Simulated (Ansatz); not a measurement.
Crystal: BaH2.

```
Ba H
1.0
     4.46203    0.00000    0.00000
    -2.23101    3.86423    0.00000
     0.00000    0.00000    6.05529
Ba H
2 4
Direct
  0.33333 0.66667 0.25000
  0.66667 0.33333 0.75000
  0.00000 0.00000 0.00000
  0.00000 0.00000 0.50000
  0.66667 0.33333 0.25000
  0.33333 0.66667 0.75000
```

The cell comes from a database or a generator and needn't be the stable form of this composition.

Base run:

| Property | Result |
| --- | --- |
| Program | Ansatz 0.2.0 |
| Functional | LDA |
| Potentials or basis | Ansatz PAW |
| Cutoff | 420 eV |
| Density cutoff | 1680 eV |
| k mesh | 5 × 5 × 4 |
| Occupations | fermi-dirac, width 0.05 eV |
| Spin | spin-orbit coupling, no magnetisation |

Its results: band gap on the k mesh 1.69 eV, indirect (least direct gap 2.53 eV); pressure -3.5 GPa.

**Question.** The run is repeated on the same cell with these changes: functional from LDA to PBEsol. What comes out?

**Answer.** Band gap on the k mesh 1.79 eV, indirect (least direct gap 2.61 eV); pressure -2.3 GPa.

PBEsol binds less tightly than LDA, so the same cell stands under more pressure.

Caveats: the k mesh misses the band edges, so the gap on the mesh is wider than the one along the path; the PAW data sets come from PBE, with cores solved anew for the run's functional, which leaves a small shift of forces and pressure.

Not every run made on this cell is shown here.
